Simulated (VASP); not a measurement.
All values below come from PBEsol GGA, VASP's PBE PAW potentials (set 64) (plane waves; VASP).

VASP ran on this input.

**INCAR**
```
SYSTEM  =  Li2O
PREC  =  Accurate; ENCUT  =  520; LREAL  =  F
LASPH  =  T
EDIFF  =  1E-7; NELM  =  100; ALGO  =  Normal
ISMEAR  =  0; SIGMA  =  0.05
GGA  =  PS
ISIF  =  2
LWAVE  =  F; LCHARG  =  F
```

POSCAR:
```
Li2O
2.2454610
  0.0000000000   0.9999999852   0.9999999852
  0.9999999852   0.0000000000   0.9999999852
  0.9999999852   0.9999999852   0.0000000000
Li O
2 1
Cartesian
  0.4999999926   0.4999999926   0.4999999926
  1.4999999778   1.4999999778   1.4999999778
  0.0000000000   0.0000000000   0.0000000000
```

File KPOINTS:
```
Regular mesh
0
G
  10 10 10
0 0 0
```

POTCAR, in this order: Li_sv O (PBE.64 set). Program: vasp_std.

What VASP printed:

OSZICAR:
```
       N       E                     dE             d eps       ncg     rms          rms(c)
DAV:   1     0.369800337368E+02    0.36980E+02   -0.63530E+03   964   0.130E+03
DAV:   2    -0.117614978791E+02   -0.48742E+02   -0.45485E+02  1110   0.232E+02
DAV:   3    -0.162622006586E+02   -0.45007E+01   -0.44801E+01  1642   0.587E+01
DAV:   4    -0.163497149438E+02   -0.87514E-01   -0.87428E-01  1282   0.766E+00
DAV:   5    -0.163504235374E+02   -0.70859E-03   -0.70857E-03  1362   0.521E-01    0.708E+00
DAV:   6    -0.147549302655E+02    0.15955E+01   -0.82892E+00   942   0.187E+01    0.269E+00
DAV:   7    -0.147250544978E+02    0.29876E-01   -0.18554E-01  1050   0.396E+00    0.145E+00
DAV:   8    -0.147169288111E+02    0.81257E-02   -0.57368E-02   960   0.294E+00    0.313E-01
DAV:   9    -0.147161787847E+02    0.75003E-03   -0.73109E-03  1328   0.797E-01    0.106E-01
DAV:  10    -0.147164617278E+02   -0.28294E-03   -0.63897E-04  1020   0.264E-01    0.558E-02
DAV:  11    -0.147164312809E+02    0.30447E-04   -0.63843E-05  1084   0.107E-01    0.102E-02
DAV:  12    -0.147164297939E+02    0.14870E-05   -0.44844E-06  1342   0.235E-02    0.214E-03
DAV:  13    -0.147164296846E+02    0.10935E-06   -0.70232E-07  1156   0.900E-03    0.100E-03
DAV:  14    -0.147164296702E+02    0.14334E-07   -0.22355E-08   644   0.213E-03
   1 F= -.14716430E+02 E0= -.14716430E+02  d E =-.778154E-15
```

OUTCAR:
```
------------------------ aborting loop because EDIFF is reached ----------------------------------------
  FORCE on cell =-STRESS in cart. coord.  units (eV):
  Direction    XX          YY          ZZ          XY          YZ          ZX
  --------------------------------------------------------------------------------------
  Total        0.8427085      0.8427085      0.8427085     -0.0000000      0.0000000      0.0000000
  in kB       59.6267881     59.6267881     59.6267881     -0.0000000      0.0000000      0.0000000
  external PRESSURE =      59.6267881 kB  Pullay stress =       0.0000000 kB
  volume of cell :       22.64
      direct lattice vectors                 reciprocal lattice vectors
     0.000000000  2.245460967  2.245460967    -0.222671428  0.222671428  0.222671428
     2.245460967  0.000000000  2.245460967     0.222671428 -0.222671428  0.222671428
     2.245460967  2.245460967  0.000000000     0.222671428  0.222671428 -0.222671428
 POSITION                                       TOTAL-FORCE (eV/Angst)
 -----------------------------------------------------------------------------------
      1.12273      1.12273      1.12273         0.000000      0.000000      0.000000
      3.36819      3.36819      3.36819        -0.000000     -0.000000     -0.000000
      0.00000      0.00000      0.00000        -0.000000      0.000000     -0.000000
 -----------------------------------------------------------------------------------
    total drift:                               -0.000000      0.000000      0.000000
  FREE ENERGIE OF THE ION-ELECTRON SYSTEM (eV)
  ---------------------------------------------------
  free  energy   TOTEN  =       -14.7164296702 eV

  energy  without entropy=      -14.7164296702  energy(sigma->0) =      -14.71642967
```
(Selected blocks of OUTCAR.)

The compound is Li2O in the antifluorite structure. This cell is one point of a volume scan, at 0.94 of the reference volume.
